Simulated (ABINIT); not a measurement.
**SnO2 (Cassiterite): single point with LDA**

Crystal: SnO2 (Cassiterite).

```
Sn O
1.0
     4.73800    0.00000    0.00000
     0.00000    4.73800    0.00000
     0.00000    0.00000    3.18650
Sn O
2 4
Direct
  0.50000 0.50000 0.50000
  0.00000 0.00000 0.00000
  0.80710 0.19290 0.50000
  0.69290 0.69290 0.00000
  0.19290 0.80710 0.50000
  0.30710 0.30710 0.00000
```

```yaml
Program: ABINIT 10.8.3 (patched build)
Task: single point
Functional: LDA
Potentials_or_basis: JTH PAW LDA v2.0 sp
Cutoff: 517 eV
k_mesh: 4 × 4 × 6
Occupations: fermi-dirac, width 0.05 eV
Spin: no spin polarisation
Fine-grid_cutoff: 1034.03 eV
```

| Quantity | Value |
| --- | --- |
| Pressure | 4.3 GPa |
| Largest force | 0.237 eV/Å |
| Band gap on the k mesh | 1.00 eV, direct |

Forces on the atoms (eV/Å):
```
Sn   0.000  0.000  0.000
Sn   0.000  0.000  0.000
O   -0.167  0.167  0.000
O    0.167  0.167  0.000
O    0.167 -0.167  0.000
O   -0.167 -0.167  0.000
```

Stress tensor (GPa, compression positive):
```
3.31 0.00 0.00
0.00 3.31 0.00
0.00 0.00 6.43
```

Levels at points of the mesh, in eV from the valence-band top:
| k point | band 14 | band 15 | band 16 | band 17 | band 18 | band 19 |
| --- | --- | --- | --- | --- | --- | --- |
| (0.00, 0.00, 0.00) | -0.71 | -0.71 | 0.00 | 1.00 | 5.77 | 6.08 |
| (0.50, 0.00, 0.00) | -1.30 | -0.63 | -0.63 | 4.19 | 4.19 | 6.80 |
| (0.50, 0.50, 0.00) | -1.48 | -0.95 | -0.95 | 4.53 | 4.53 | 7.27 |
| (0.00, 0.00, 0.50) | -1.70 | -1.31 | -1.31 | 5.94 | 5.94 | 9.55 |
| (0.50, 0.00, 0.50) | -1.07 | -0.82 | -0.82 | 6.17 | 6.17 | 7.82 |
| (0.50, 0.50, 0.50) | -0.98 | -0.82 | -0.82 | 4.62 | 4.62 | 8.66 |

Run time: 7.5 s on 4 MPI ranks on Arm Neoverse V2, with other jobs on the host, peak memory 0.36 GiB a rank.

Caveat: spin-orbit coupling is left out, which moves the levels of the heavy elements; this set keeps more shells in the core, which shifts pressures and gaps; the atomic spheres overlap. A hybrid or GW would open this gap; LDA tends to underestimate it.
